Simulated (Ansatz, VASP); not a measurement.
**TaN in VASP and in Ansatz**

```
CELL_PARAMETERS angstrom
0.00000 2.13452 2.13452
2.13452 0.00000 2.13452
2.13452 2.13452 0.00000
ATOMIC_POSITIONS crystal
Ta 0.50000 0.50000 0.50000
N 0.00000 0.00000 0.00000
```

Change from the starting cell: volume scaled by 0.94.

Alike in both runs: task single point; functional PBE; k mesh 10 × 10 × 10; occupations fermi-dirac, width 0.05 eV; no spin polarisation.

```csv
,VASP,Ansatz
version,VASP 6.6.1,Ansatz 0.2.0
potentials or method,"VASP PAW PBE potentials, release 64 (Ta_pv, N)",Ansatz PAW
plane-wave cutoff (eV),520,420
valence electrons in the cell,16,18
```

VASP gave:

- gap on the k mesh at the Fermi level (eV): none
- pressure (GPa): 43.5

Estimate Ansatz's values.

gap on the k mesh at the Fermi level (eV): none; pressure (GPa): 42.1.

A gap of «none» marks a metal or a gap that the smearing closes. With one functional, cell and mesh, what is left measures potentials, basis and numerics. The two sets of potentials don't hold the same shells in valence.

Caveats: the pressure holds a Pulay correction of +0.5 GPa for the finite cutoff (Ansatz). Spin-orbit coupling is left out, which matters for the levels of Ta.
